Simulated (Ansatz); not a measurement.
# ZnS under pressure

Computed with Ansatz, DFT PBEsol, scalar-relativistic, plane waves, PAW. Plane waves to 420 eV; Γ-centred k mesh 10×10×10; fixed occupations. No spin polarisation. Phonons by linear response, acoustic sum rule imposed.

The cell, relaxed at this level:
```
CELL_PARAMETERS angstrom
0.00000 2.67826 2.67826
2.67826 0.00000 2.67826
2.67826 2.67826 0.00000
ATOMIC_POSITIONS crystal
Zn 0.00000 0.00000 0.00000
S 0.75000 0.75000 0.75000
```

Optical modes at Γ (cm⁻¹) at zero pressure: 279.

Question: Under hydrostatic pressure the same modes lie at 321 cm⁻¹. What is the pressure, and how much has the cell shrunk?

Answer: 8 GPa; the volume is 8.1 % smaller.

Cost: 2 runs of about 2.7 core-minutes in all, on AMD EPYC 7R43 (Zen 3) (shared hosts).